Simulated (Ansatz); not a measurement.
Crystal: Cu.

```
Cu
1.0
     0.00000    1.80750    1.80750
     1.80750    0.00000    1.80750
     1.80750    1.80750    0.00000
Cu
1
Cartesian
  0.0000 0.0000 0.0000
```

- Program: Ansatz 0.2.0
- Task: relaxation of cell and atoms
- Functional: PBEsol
- Dispersion: D3(BJ)-ATM
- Potentials or basis: Ansatz PAW
- Cutoff: 420 eV (not typed: the program's choice for these potentials)
- k mesh: 13 × 13 × 13
- Occupations: fermi-dirac, width 0.05 eV
- Spin: no spin polarisation

At the start: volume 11.81 Å³/atom.

How do energy, volume and symmetry change on relaxing?

It ends after 8 steps and the volume is 10.95 Å³/atom (-7.3 %); space group Fm-3m (No. 225, to 0.05 Å).

The path:
```tsv
step	energy change (eV)	largest force (eV/Å)	volume (Å³)
1	0.0000	0.0000	11.81
2	-0.0272	0.0000	11.34
3	-0.0351	0.0000	10.88
4	-0.0352	0.0000	10.95
5	-0.0353	0.0000	10.94
6	-0.0345	0.0000	10.94
7	-0.0345	0.0000	10.95
8	-0.0345	0.0000	10.95
```

Final structure:
```
Cu
1.0
     0.00000    1.76227    1.76227
     1.76227    0.00000    1.76227
     1.76227    1.76227    0.00000
Cu
1
Direct
  0.00000 0.00000 0.00000
```

Caveat: the plane-wave basis is chosen anew once the cell has moved, so the energies of steps on either side of that aren't comparable; pairwise dispersion overbinds metals, which lowers pressure and volume; the PAW data sets come from PBE, with cores solved anew for the run's functional, which leaves a small shift of forces and pressure.
